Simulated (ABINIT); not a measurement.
Runs of ABINIT 10.8.3 (patched build) on TePb. The structure is cubic, space group Fm-3m (No. 225). The conventional cell has a = 6.462 Å, b = 6.462 Å, c = 6.462 Å, α = 90.00°, β = 90.00°, γ = 90.00°. Around Pb (site symmetry m-3m) lie 6 Te at 3.23 Å. Around Te (site symmetry m-3m) lie 6 Pb at 3.23 Å. 

```tsv
task	level	potentials or basis	spin	k mesh	cutoff (eV)	fine-grid cutoff	mesh quality	gap on the mesh (eV)	pressure (GPa)
band structure	LDA-VWN	JTH PAW LDA v2.0 sp	off	7 × 7 × 7	408	816.342 eV	not flagged	-	-1.7
single point	PBEsol	JTH PAW PBE v2.0	off	6 × 6 × 6	463	925.187 eV	not flagged	(a)	-
band structure	LDA-Teter	JTH PAW LDA v2.0 sp	off	7 × 7 × 7	408	816.342 eV	not flagged	-	-1.6
band structure	RPBE	JTH PAW PBE v2.0 sp	off	7 × 7 × 7	408	816.342 eV	not flagged	-	(b)
single point	LDA	JTH PAW LDA v2.0	off	6 × 6 × 6	463	925.187 eV	not flagged	0.63	-
band structure	LDA	JTH PAW LDA v2.0 sp	SOC, no magnetisation	7 × 7 × 7	408	816.342 eV	not flagged	-	-1.8
```

Alike in all rows: cell as given; smearing fermi-dirac 0.05 eV.

Question: Estimate the missing entries.

Answer: (a) 0.65; (b) 3.7.

Caveats: this set keeps more shells in the core, which shifts pressures and gaps (some runs); spin-orbit coupling is left out, which moves the levels of the heavy elements (some runs); the PAW data sets were made with another functional, which shifts forces and pressure a little (some runs); spin-orbit coupling is left out, which as a rule narrows the gap of such compounds by several tenths of an eV (some runs).

A k mesh can miss the band edges, and rows without SOC leave out spin-orbit coupling on Pb, Te.

The runs don't all hold the same shells in valence.

Runs at the PBE level aren't shown here.
